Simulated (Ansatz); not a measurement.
# Ti: the cost of one run

Method: DFT PBEsol, scalar-relativistic, plane waves, PAW, in Ansatz 0.2.0.

1 further run of the same task is left out (set aside as unsound or not needed).

### Step 1. The structure to begin with

The structure is cubic, space group Im-3m (No. 229). The conventional cell has a = 3.282 Å, b = 3.282 Å, c = 3.282 Å, α = 90.00°, β = 90.00°, γ = 90.00°. Ti (site symmetry m-3m) has 8 Ti at 2.84 Å as nearest neighbours.

Structure file:

```cif
data_structure
_symmetry_space_group_name_H-M 'P 1'
_symmetry_Int_Tables_number 1
_cell_length_a 2.8423
_cell_length_b 2.8423
_cell_length_c 2.8423
_cell_angle_alpha 109.471
_cell_angle_beta 109.471
_cell_angle_gamma 109.471
_cell_volume 17.68
loop_
_atom_site_label
_atom_site_type_symbol
_atom_site_fract_x
_atom_site_fract_y
_atom_site_fract_z
_atom_site_occupancy
Ti1 Ti 0.00000 0.00000 0.00000 1
```

The structure comes from the Crystallography Open Database.

### Step 2. A distortion of lower symmetry

The change: strain xx, yy, zz, yz, xz, xy = -4.0, -4.0, -4.0, +4.0, -4.0, -4.0 %.

input.yaml

```yaml
crystal:
  lattice:
    - [-1.70742768, 1.70742768, 1.70742768]
    - [1.57614768, -1.57614768, 1.44486768]
    - [1.57614768, 1.44486768, -1.57614768]
  atoms:
    - { symbol: Ti, position: [0.0, 0.0, 0.0] }
basis:
  ecutwfc: 420
kpoints:
  mp_grid: { grid: [18, 18, 18] }
hamiltonian:
  xc: pbesol
scf:
  occupations: { method: gaussian, width: 0.1 }
output:
  forces: true
  stress: true
  eigenvalues: true
```

**Question.** How long does this run take on 1 thread of an Arm CPU, shared host, and how much memory does it need?

About 4.7 s, with a peak of 0.37 GiB.
